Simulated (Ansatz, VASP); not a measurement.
RbBr: VASP beside Ansatz

INCAR

```
ALGO = Normal ; EDIFF = 1E-6
ENCUT = 520 ; GGA = PE
ISIF = 2 ; ISMEAR = 0
LASPH = T ; LCHARG = F
LREAL = F ; LWAVE = F
NBANDS = 15 ; NELM = 60
PREC = Accurate ; SIGMA = 0.05
```

File KPOINTS:

```
k-points
0
Gamma
  6 6 6
```

Contents of POSCAR:

```
RbBr
1.0
    3.7959911160      0.0000000000      0.0000000000
    0.0000000000      3.7959911160      0.0000000000
    0.0000000000      0.0000000000      3.7959911160
Rb Br
1 1
Direct
    0.0000000000      0.0000000000      0.0000000000
    0.5000000000      0.5000000000      0.5000000000
```

Input for Ansatz:

```yaml
crystal:
  lattice:
    - [3.795991116, 0.0, 0.0]
    - [0.0, 3.795991116, 0.0]
    - [0.0, 0.0, 3.795991116]
  atoms:
    - { symbol: Rb, position: [0.0, 0.0, 0.0] }
    - { symbol: Br, position: [0.5, 0.5, 0.5] }
basis:
  ecutwfc: 420
kpoints:
  mp_grid: { grid: [6, 6, 6] }
hamiltonian:
  xc: pbe
scf:
  occupations: { method: gaussian, width: 0.05 }
output:
  forces: true
  stress: true
  eigenvalues: true
```

Change from the starting cell: strain -0.080 along x and y, -0.080 along z, atoms carried along.

Alike in both runs: task single point; functional PBE; k mesh 6 × 6 × 6; occupations gaussian, width 0.05 eV; no spin polarisation.

|  | VASP | Ansatz |
| --- | --- | --- |
| version | VASP 6.6.1 | Ansatz 0.2.0 |
| potentials or method | VASP PAW PBE potentials, release 64 (Rb_sv, Br) | scalar-relativistic, plane waves, PAW |
| plane-wave cutoff (eV) | 520 | 420 |
| valence electrons in the cell | 16 | 16 |

Ansatz gave:

* gap on the k mesh at the Fermi level (eV): 5.14
* least direct gap on the mesh (eV): 5.27
* pressure (GPa): 8.8

Which values does VASP return?

gap on the k mesh at the Fermi level (eV): 5.14; least direct gap on the mesh (eV): 5.27; pressure (GPa): 8.9.

A k mesh can miss the band edges.
